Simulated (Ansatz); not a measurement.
# Sn: the cost of one run

Method: DFT PBE, scalar-relativistic, in Ansatz 0.2.0.

### 1 The structure to begin with

Symmetry: Fd-3m, No. 227, cubic system. Conventional cell: a = 6.491 Å, b = 6.491 Å, c = 6.491 Å, α = 90.00°, β = 90.00°, γ = 90.00°. Sn (site symmetry -43m) has 4 Sn at 2.81 Å as nearest neighbours.

As a file:

```cif
data_structure
_symmetry_space_group_name_H-M 'P 1'
_symmetry_Int_Tables_number 1
_cell_length_a 4.5900
_cell_length_b 4.5900
_cell_length_c 4.5900
_cell_angle_alpha 60.000
_cell_angle_beta 60.000
_cell_angle_gamma 60.000
_cell_volume 68.38
loop_
_atom_site_label
_atom_site_type_symbol
_atom_site_fract_x
_atom_site_fract_y
_atom_site_fract_z
_atom_site_occupancy
Sn1 Sn 0.50000 0.50000 0.50000 1
Sn2 Sn 0.75000 0.75000 0.75000 1
```

Atoms are numbered in the order of the input: Sn1, Sn2.

### 2 After the deformation

Space group Fd-3m before, I4_1/amd after.

### 3 All-electron LAPW

input.yaml

```yaml
crystal:
  lattice:
    - [0.0, 3.2456, 3.213144]
    - [3.2456, 0.0, 3.213144]
    - [3.2456, 3.2456, 0.0]
  atoms:
    - { symbol: Sn, position: [0.5, 0.5, 0.5] }
    - { symbol: Sn, position: [0.75, 0.75, 0.75] }
kpoints:
  mp_grid: { grid: [9, 9, 9] }
  band_path:
    path:
      - [0.0, 0.0, 0.0]
      - [0.0, 0.5, 0.5]
      - [0.25, 0.75, 0.5]
      - [0.0, 0.5, 0.0]
      - [0.0, 0.0, 0.0]
      - [0.5, 0.5, 0.0]
      - [0.3775380063, 0.6224619937, 0.0]
      - [-0.3775380063, 0.3775380063, 0.0]
      - [0.0, 0.0, 0.0]
    npoints: 5
scf:
  occupations: { method: fermi_dirac, width: 0.03 }
hamiltonian:
  xc: pbe
  pseudopotentials: { kind: all_electron, lapw: { basis_error: 0.00025 } }
output:
  forces: true
  stress: true
  eigenvalues: true
```

Started as:

```sh
$ ansatz run input.yaml --threads 1 --pin off --max-ram 3072MiB --backend cpu --events-out ev --progress --plain --runs-dir out
```

Q: Estimate wall time and peak memory on 1 thread of Arm Neoverse V2, shared host.

About 36 s, with a peak of 0.5 GiB.
